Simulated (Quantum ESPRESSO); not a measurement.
**Nb in Quantum ESPRESSO: the effect of functional**

Crystal: Nb.

```
Nb
1.0
    -1.66395    1.66395    1.66395
     1.66395   -1.66395    1.66395
     1.66395    1.66395   -1.66395
Nb
1
Direct
  0.00000 0.00000 0.00000
```

Alike in all runs:

* Program: Quantum ESPRESSO 7.5
* Task: phonon dispersion
* Cutoff: 612 eV
* Density cutoff: 4898 eV
* k mesh: 10 × 10 × 10
* Occupations: cold, width 0.2 eV
* Spin: no spin polarisation

Each run relaxes the cell or the atoms first.

Question: One run gave: relaxed volume 17.02 Å³/atom; highest phonon frequency 210 cm⁻¹. Which functional did it use?
A. PBE
B. PBEsol
C. LDA

Answer: C.

```tsv
functional	potentials or basis	relaxed volume (Å³/atom)	highest phonon frequency (cm⁻¹)
LDA	GBRV 1.5 LDA	17.02	210
PBE	GBRV 1.5 PBE	18.11	196
PBEsol	GBRV 1.5 PBEsol	17.44	205
```

Caveats: the mesh is thin for the phonons of a metal.
